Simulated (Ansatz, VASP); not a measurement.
**Two plane-wave programs on HgTe**

```xyz
2
Lattice="0.0000 3.1800 3.1800 3.1800 0.0000 3.1800 3.1800 3.1800 0.0000" Properties=species:S:1:pos:R:3 pbc="T T T"
Hg    0.0000    0.0000    0.0000
Te    3.1800    3.1800    3.1800
```

Alike in both runs: task single point; functional PBE; k mesh 5 × 5 × 5; occupations fermi-dirac, width 0.03 eV; no spin polarisation.

|  | VASP | Ansatz |
| --- | --- | --- |
| version | VASP 6.6.1 | Ansatz 0.2.0 |
| potentials or method | VASP PAW PBE potentials, release 64 (Hg, Te) | PAW, plane waves, scalar-relativistic |
| plane-wave cutoff (eV) | 520 | 420 |
| valence electrons in the cell | 18 | 36 |

VASP gave:

```
pressure (GPa) : -3.5
```

Estimate Ansatz's values.

pressure (GPa): -3.6.

With one functional, cell and mesh, what is left measures potentials, basis and numerics. The two sets of potentials don't hold the same shells in valence.

Spin-orbit coupling is left out, which matters for the levels of Hg, Te.
